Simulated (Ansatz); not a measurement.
BaF₂ (Fm-3m) from a database of computed structures, relaxed with r2SCAN: space group Fm-3m (No. 225), cubic; conventional cell a = 6.194 Å, 19.81 Å³ an atom. Ba has 8 F at 2.68 Å; F has 4 Ba at 2.68 Å. One-shot G0W0@PBE in the plane-wave code Ansatz on a 6×6×6 mesh (contour deformation, no spin-orbit coupling), from a PBE gap of 6.864 eV over the mesh points (the G0W0 gap is indirect on the mesh); the number N of bands summed and the screening cutoff rise together. Spin-unpolarised throughout; all numbers are computed.

| N | cutoff (eV) | 1000/N | G0W0 gap (eV) |
| --- | --- | --- | --- |
| 189 | 120 | 5.291 | 9.501 |
| 452 | 220 | 2.212 | 9.687 |

Question: Lay a straight line in 1000/N through these rows.

Answer: The slope is -0.0604 eV per unit of 1000/N and the intercept 9.821 eV.

Question: Predict the gap at N = 820 (300 eV).

Answer: 9.821 + (-0.0604) × 1.220 = 9.747 eV; the run gives 9.773 eV, +0.026 eV from the line.

Question: With that run's result added, what limit do the last two rows suggest?

Answer: Their slope is (9.773 − 9.687)/(1.220 − 2.212) = -0.0867, which meets 1/N = 0 at 9.88 eV, against 9.821 eV from the first line. The slope steepens, so 1/N isn't yet asymptotic and the true limit probably lies higher still; the k mesh isn't extrapolated.

Spin-orbit coupling is left out.
